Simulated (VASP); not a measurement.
# LiF (Griceite) in VASP: single point with PBE

Aim: the single point of LiF (Griceite) with PBE.

Everything below comes from runs of VASP 6.6.1. Logs are shortened: lines on timing, memory, paths and dates and some standing lists are left out, and cuts for length are marked.

**1. The slab as given**

The cell holds a slab with vacuum, 8 atoms: a = 2.848 Å, b = 2.848 Å, c = 20.139 Å, α = 90.00°, β = 90.00°, γ = 60.00°.

**2. Single point, PBE**

INCAR reads:

```
SYSTEM = LiF
PREC = Accurate
ENCUT = 520
EDIFF = 1E-6
ISMEAR = -1
SIGMA = 0.1
LREAL = .False.
LASPH = .True.
NELM = 100
ALGO = Fast
ISIF = 2
LWAVE = .False.
LCHARG = .True.
LDIPOL = .True.
IDIPOL = 3
DIPOL = 0.5 0.5 0.500
GGA = PE
LELF = .True.
LVHAR = .True.
LVACPOTAV = .True.
NBANDS = 30
```

KPOINTS reads:

```
regular mesh
0
Gamma
  6 6 1
  0 0 0
```

POSCAR reads:

```
LiF
1.0
    2.8482261146      0.0000000000      0.0000000000
    1.4241130573      2.4666361710      0.0000000000
    0.0000000000      0.0000000000     20.1394840950
Li F
4 4
Direct
    0.0000000000      0.0000000000      0.2731773261
    0.3333333333      0.3333333333      0.4240814615
    0.6666666667      0.6666666667      0.5761566647
    0.0000000000      0.0000000000      0.7275261817
    0.6666666667      0.6666666667      0.2721434656
    0.0000000000      1.0000000000      0.4234940967
    0.3333333333      0.3333333333      0.5755743754
    0.6666666667      0.6666666667      0.7278464282
```

Potentials or basis: VASP PAW PBE potentials, release 64 (Li_sv, F).

On the command line:

```bash
cat potpaw_PBE.64/Li_sv/POTCAR potpaw_PBE.64/F/POTCAR > POTCAR
mpirun -np 1 vasp_std > vasp.out
```

OUTCAR:

```text
SYSTEM = LiF
   PREC = Accurate
   ENCUT = 520
   EDIFF = 1E-6
   ISMEAR = -1
   LREAL = .False.
   LASPH = .True.
   NELM = 100
   ISIF = 2
   GGA = PE

 ion  position               nearest neighbor table
   1  0.000  0.000  0.273-   5 1.64   5 1.64   5 1.64
   2  0.333  0.333  0.424-   6 1.64   6 1.64   6 1.64
   3  0.667  0.667  0.576-   7 1.64   7 1.64   7 1.64
   4  0.000  0.000  0.728-   8 1.64   8 1.64   8 1.64
   5  0.667  0.667  0.272-   1 1.64   1 1.64   1 1.64
   6  0.000  0.000  0.423-   2 1.64   2 1.64   2 1.64
   7  0.333  0.333  0.576-   3 1.64   3 1.64   3 1.64
   8  0.667  0.667  0.728-   4 1.64   4 1.64   4 1.64

  LATTYP: Found a hexagonal cell.
 ALAT       =     2.8482261146
 C/A-ratio  =     7.0708866798

  Lattice vectors:

 A1 = (  -1.4241130573,  -2.4666361710,   0.0000000000)
 A2 = (   2.8482261146,   0.0000000000,   0.0000000000)
 A3 = (   0.0000000000,   0.0000000000,  20.1394840950)

Analysis of symmetry for initial positions (statically):
=====================================================================
 Subroutine PRICEL returns:
 Original cell was already a primitive cell.

 Routine SETGRP: Setting up the symmetry group for a
 hexagonal supercell.

 Subroutine GETGRP returns: Found  6 space group operations
 (whereof  6 operations were pure point group operations)
 out of a pool of 24 trial point group operations.

The static configuration has the point symmetry C_3v.

Analysis of symmetry for dynamics (positions and initial velocities):
=====================================================================
 Subroutine PRICEL returns:
 Original cell was already a primitive cell.

 Routine SETGRP: Setting up the symmetry group for a
 hexagonal supercell.

 Subroutine GETGRP returns: Found  6 space group operations
 (whereof  6 operations were pure point group operations)
 out of a pool of 24 trial point group operations.

The dynamic configuration has the point symmetry C_3v.

 Subroutine INISYM returns: Found  6 space group operations
 (whereof  6 operations are pure point group operations),
 and found     1 'primitive' translations

----------------------------------------------------------------------------------------

                                     Primitive cell

  volume of cell :     141.4907

  direct lattice vectors                    reciprocal lattice vectors
     2.848226115  0.000000000  0.000000000     0.351095721 -0.202705209  0.000000000
     1.424113057  2.466636171  0.000000000     0.000000000  0.405410418  0.000000000
     0.000000000  0.000000000 20.139484095     0.000000000  0.000000000  0.049653705

  length of vectors
     2.848226115  2.848226115 20.139484095     0.405410418  0.405410418  0.049653705

  position of ions in fractional coordinates (direct lattice)
     0.000000000  0.000000000  0.273177326
     0.333333333  0.333333333  0.424081462
     0.666666667  0.666666667  0.576156665
     0.000000000  0.000000000  0.727526182
     0.666666667  0.666666667  0.272143466
     0.000000000  0.000000000  0.423494097
     0.333333333  0.333333333  0.575574375
     0.666666667  0.666666667  0.727846428

  ion indices of the primitive-cell ions
   primitive index   ion index
                 1           1
                 2           2
                 3           3
                 4           4
                 5           5
                 6           6
                 7           7
                 8           8

----------------------------------------------------------------------------------------

 KPOINTS: regular mesh

Automatic generation of k-mesh.
 Grid dimensions read from file:
 generate k-points for:    6    6    1

 Generating k-lattice:

  Cartesian coordinates                     Fractional coordinates (reciprocal lattice)
     0.058515953 -0.033784201  0.000000000     0.166666667  0.000000000  0.000000000
     0.000000000  0.067568403  0.000000000     0.000000000  0.166666667  0.000000000
     0.000000000  0.000000000  0.049653705     0.000000000  0.000000000  1.000000000

  Length of vectors
     0.067568403  0.067568403  0.049653705

  Shift w.r.t. Gamma in fractional coordinates (k-lattice)
     0.000000000  0.000000000  0.000000000

 Subroutine IBZKPT returns following result:
 ===========================================

 Found      7 irreducible k-points:

 Following reciprocal coordinates:
            Coordinates               Weight
  0.000000  0.000000  0.000000      1.000000
  0.166667  0.000000  0.000000      6.000000
  0.333333 -0.000000  0.000000      6.000000
  0.500000  0.000000  0.000000      3.000000
  0.333333  0.166667  0.000000      6.000000
  0.500000  0.166667  0.000000     12.000000
 -0.333333  0.333333  0.000000      2.000000
   k-points           NKPTS =      7   k-points in BZ     NKDIM =      7   number of bands    NBANDS=     30
   number of dos      NEDOS =    301   number of ions     NIONS =      8
   total plane-waves  NPLWV =  86400
   dimension x,y,z NGX =    24 NGY =   24 NGZ =  150
   dimension x,y,z NGXF=    48 NGYF=   48 NGZF=  300
   ions per type =               4   4
   NGX,Y,Z   is equivalent  to a cutoff of  14.01, 14.01, 12.38 a.u.
   NGXF,Y,Z  is equivalent  to a cutoff of  28.02, 28.02, 24.76 a.u.
 SYSTEM =  LiF
   PREC   = accura    normal or accurate (medium, high low for compatibility)
   ISTART =      0    job   : 0-new  1-cont  2-samecut
   ICHARG =      2    charge: 1-file 2-atom 10-const
   ISPIN  =      1    spin polarized calculation?
   LNONCOLLINEAR =      F non collinear calculations
   LSORBIT =      F    spin-orbit coupling
   LASPH  =      T    aspherical Exc in radial PAW
   ENCUT  =  520.0 eV  38.22 Ry    6.18 a.u.   5.30  5.30 37.45*2*pi/ulx,y,z
   NELM   =    100;   NELMIN=  2; NELMDL= -5     # of ELM steps
   EDIFF  = 0.1E-05   stopping-criterion for ELM
   LREAL  =      F    real-space projection
   EDIFFG = 0.1E-04   stopping-criterion for IOM
   NSW    =      0    number of steps for IOM
   IBRION =     -1    ionic relax: 0-MD 1-quasi-New 2-CG
   NFREE  =      0    steps in history (QN), initial steepest desc. (CG)
   ISIF   =      2    stress and relaxation
   ISYM   =      2    0-nonsym 1-usesym 2-fastsym
   POTIM  = 0.5000    time-step for ionic-motion
   TEBEG  =    0.0;   TEEND  =   0.0 temperature during run
   PSTRESS=    0.0 pullay stress
   NELECT =      40.0000    total number of electrons
   NUPDOWN=      -1.0000    fix difference up-down
   EMIN   =  10.00;   EMAX   =-10.00  energy-range for DOS
   EFERMI =   0.00;   METHOD = LEGACY
   ISMEAR =    -1;   SIGMA  =   0.10  broadening in eV -4-tet -1-fermi 0-gaus
   EFERMI_NEDOS =   21; number of points for ismear=-14 and -15
   IALGO  =     68    algorithm
   IMIX   =      4    mixing-type and parameters
     AMIX     =   0.40;   BMIX     =  1.00
     AMIX_MAG =   1.60;   BMIX_MAG =  1.00
  volume/ion in A,a.u.               =      17.69       119.35
  Fermi-wavevector in a.u.,A,eV,Ry     =   1.074448  2.030413 15.707099  1.154439
  Thomas-Fermi vector in A             =   2.210277
   LORBIT       =      0    0 simple, 1 ext, 2 COOP (PROOUT), +10 PAW based schemes
   GGA     = PE    functional components
   LHFCALC =     F    Hartree Fock is set to
   AEXX    =    0.0000 exact exchange contribution
   IVDW    =     0    specifies the selected vdW correction
   LEPSILON=     F    determine dielectric tensor
   LRPA    =     F    only Hartree local field effects (RPA)
 non-spin polarized calculation
 RMM-DIIS sequential band-by-band and
  energy-cutoff  :      520.00
  volume of cell :      141.49
 maximum number of plane-waves:      3837
 NGX is ok and might be reduce to    24
   NGX = 11   NGY = 11   NGZ = 75

 number of electron      39.9999982 magnetization

 dipolmoment           0.000000      0.000000     -0.023910 electrons x Angstroem

 Free energy of the ion-electron system (eV)
  ---------------------------------------------------
  ext. energy  EPLUGINS =         0.00000000
  ---------------------------------------------------
  free energy    TOTEN  =       -36.45340890 eV

  energy without entropy =      -36.45340890  energy(sigma->0) =      -36.45340890

 E-fermi :  -2.6002     XC(G=0):  -5.3714

 val. band max:       -4.9927297977   @ k =  -0.3333   0.3333   0.0000
 cond. band min:       1.8273533825   @ k =   0.0000   0.0000   0.0000
 fundamental gap:      6.8200831802
 Fermi energy:        -2.6002349000

 k-point     1 :       0.0000    0.0000    0.0000
  band No.  band energies     occupation
      1     -45.1256      2.00000
      2     -45.0323      2.00000
      3     -44.8380      2.00000
      4     -44.5936      2.00000
      5     -24.4303      2.00000
      6     -24.3393      2.00000
[... 22 lines left out ...]
     29       9.7306      0.00000
     30      11.1995      0.00000

 k-point     2 :       0.1667    0.0000    0.0000
  band No.  band energies     occupation
      1     -45.1058      2.00000
      2     -45.0125      2.00000
      3     -44.8182      2.00000
      4     -44.5738      2.00000
      5     -24.4519      2.00000
      6     -24.3633      2.00000
[... 22 lines left out ...]
     29       9.7877      0.00000
     30      11.3251      0.00000

 k-point     3 :       0.3333   -0.0000    0.0000
  band No.  band energies     occupation
      1     -45.0658      2.00000
      2     -44.9725      2.00000
      3     -44.7782      2.00000
      4     -44.5338      2.00000
      5     -24.4934      2.00000
      6     -24.4092      2.00000
[... 22 lines left out ...]
     29      10.2035      0.00000
     30      10.5834      0.00000

 k-point     4 :       0.5000    0.0000    0.0000
  band No.  band energies     occupation
      1     -45.0458      2.00000
      2     -44.9525      2.00000
      3     -44.7581      2.00000
      4     -44.5138      2.00000
      5     -24.5135      2.00000
      6     -24.4316      2.00000
[... 22 lines left out ...]
     29       8.8879      0.00000
     30       9.4723      0.00000

 k-point     5 :       0.3333    0.1667    0.0000
  band No.  band energies     occupation
      1     -45.0758      2.00000
      2     -44.9825      2.00000
      3     -44.7882      2.00000
      4     -44.5439      2.00000
      5     -24.4826      2.00000
      6     -24.3973      2.00000
[... 22 lines left out ...]
     29      10.1732      0.00000
     30      11.3489      0.00000

 k-point     6 :       0.5000    0.1667    0.0000
  band No.  band energies     occupation
      1     -45.0458      2.00000
      2     -44.9524      2.00000
      3     -44.7581      2.00000
      4     -44.5138      2.00000
      5     -24.5109      2.00000
      6     -24.4289      2.00000
[... 22 lines left out ...]
     29      10.3045      0.00000
     30      11.0137      0.00000

 k-point     7 :      -0.3333    0.3333    0.0000
  band No.  band energies     occupation
      1     -45.0358      2.00000
      2     -44.9425      2.00000
      3     -44.7482      2.00000
      4     -44.5039      2.00000
      5     -24.5177      2.00000
      6     -24.4368      2.00000
[... 22 lines left out ...]
     29      10.2394      0.00000
     30      10.4474      0.00000

------------------------ aborting loop because EDIFF is reached ----------------------------------------

  FORCE on cell =-STRESS in cart. coord.  units (eV):
  Direction    XX          YY          ZZ          XY          YZ          ZX
  --------------------------------------------------------------------------------------
  -------------------------------------------------------------------------------------
  Total       14.3947372     14.3947372     -0.1953717      0.0000000      0.0000000      0.0000000
  in kB      162.9995558    162.9995558     -2.2123019      0.0000000      0.0000000      0.0000000
  external PRESSURE =     107.9289366 kB  Pullay stress =       0.0000000 kB

 VOLUME and BASIS-vectors are now :
 -----------------------------------------------------------------------------
  energy-cutoff  :      520.00
  volume of cell :      141.49
      direct lattice vectors                 reciprocal lattice vectors
     2.848226115  0.000000000  0.000000000     0.351095721 -0.202705209  0.000000000
     1.424113057  2.466636171  0.000000000     0.000000000  0.405410418  0.000000000
     0.000000000  0.000000000 20.139484095     0.000000000  0.000000000  0.049653705

 POSITION                                       TOTAL-FORCE (eV/Angst)
 -----------------------------------------------------------------------------------
      0.00000      0.00000      5.50165        -0.000000     -0.000000      0.002377
      1.42411      0.82221      8.54078        -0.000000     -0.000000      0.003043
      2.84823      1.64442     11.60350         0.000000     -0.000000      0.005375
      0.00000      0.00000     14.65200         0.000000      0.000000     -0.000468
      2.84823      1.64442      5.48083        -0.000000     -0.000000     -0.006163
      0.00000      0.00000      8.52895        -0.000000     -0.000000     -0.003149
      1.42411      0.82221     11.59177         0.000000     -0.000000     -0.004852
      2.84823      1.64442     14.65845         0.000000      0.000000      0.003836
 -----------------------------------------------------------------------------------
    total drift:                               -0.000009     -0.000005     -0.000754

  FREE ENERGIE OF THE ION-ELECTRON SYSTEM (eV)
  ---------------------------------------------------
  free  energy   TOTEN  =       -36.4534089023 eV

  energy  without entropy=      -36.4534089022  energy(sigma->0) =      -36.45340890

 vacuum level on the upper side and lower side of the slab         2.629         3.245
```

It took 100 s on 1 thread of Intel Xeon Platinum 8259CL at 2.50GHz (Skylake/Cascade Lake), shared host; peak memory 0.27 GiB.

Results:

```yaml
Free_energy: -36.4534 eV
Largest_force: 0.006 eV/Å
Band_gap_on_the_k_mesh: 6.82 eV, indirect (least direct gap 6.83 eV)
Ionisation_potential_of_the_upper_face: 7.62 eV
```

Forces on the atoms (eV/Å):
```
Li   0.000  0.000  0.002
Li   0.000  0.000  0.003
Li   0.000  0.000  0.005
Li   0.000  0.000  0.000
F    0.000  0.000 -0.006
F    0.000  0.000 -0.003
F    0.000  0.000 -0.005
F    0.000  0.000  0.004
```

Levels at points of the mesh, in eV from the valence-band top:
```tsv
k point	band 17	band 18	band 19	band 20	band 21	band 22	band 23	band 24
(0.00, 0.00, 0.00)	-0.26	-0.26	-0.01	-0.01	6.82	7.41	7.70	8.74
(0.50, 0.00, 0.00)	-0.60	-0.54	-0.36	-0.07	11.27	11.79	12.07	12.46
```

Caveat: the k mesh is coarse (spacing up to 0.42 Å⁻¹), so the values aren't converged; the cutoff is under 1.25 times the usual one of these potentials, so pressure, stress and relaxed cells hold a basis-set (Pulay) error.
